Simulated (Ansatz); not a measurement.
## Fe2Ge: single point with PBEsol

Fe2Ge:

```
CELL_PARAMETERS angstrom
4.16363 0.00000 0.00000
-2.08182 3.60581 0.00000
0.00000 0.00000 2.62647
ATOMIC_POSITIONS crystal
Ge 0.00000 0.00000 0.00000
Fe 0.33333 0.66667 0.50000
Fe 0.66667 0.33333 0.50000
```

The cell comes from a database or a generator and needn't be the stable form of this composition.

```yaml
Program: Ansatz 0.2.0
Task: single point
Functional: PBEsol
Potentials_or_basis: Ansatz PAW
Cutoff: "420 eV (not typed: the program's choice for these potentials)"
k_mesh: 5 × 5 × 7
Occupations: fermi-dirac, width 0.05 eV
Spin: non-collinear spin, random start
Starting_moments: "[[-0.0, -0.0, -0.0], [0.727, 0.054, 0.609], [2.568, -0.059, -2.15]] μB"
```

```yaml
Pressure: -7.9 GPa
Band_gap_on_the_k_mesh: none (metal or under the smearing width)
Net_moment: 4.92 μB per cell
Absolute_moment: 5.05 μB per cell
```

Stress tensor (GPa, compression positive):
```
-8.39  0.00  0.00
 0.00 -8.39  0.00
 0.00  0.00 -6.87
```

Levels at points of the mesh, in eV from the Fermi level:
```csv
k point,band 43,band 44,band 45,band 46,band 47,band 48,band 49,band 50
"(0.00, 0.00, 0.00)",-1.19,-1.19,0.14,0.45,0.45,0.75,1.44,1.44
```

Moments on the atoms (μB; x, y, z):
```
Ge   0.02  0.00 -0.01
Fe   2.29  0.02 -0.58
Fe   2.29  0.02 -0.58
```

Run time: 40 s on 2 threads of Intel(R) Xeon(R) Processor @ 2.50GHz (Skylake/Cascade Lake), with other jobs on the host, peak memory 0.42 GiB.

Caveat: the PAW data sets come from PBE, with cores solved anew for the run's functional, which leaves a small shift of forces and pressure; the starting moments weren't kept.
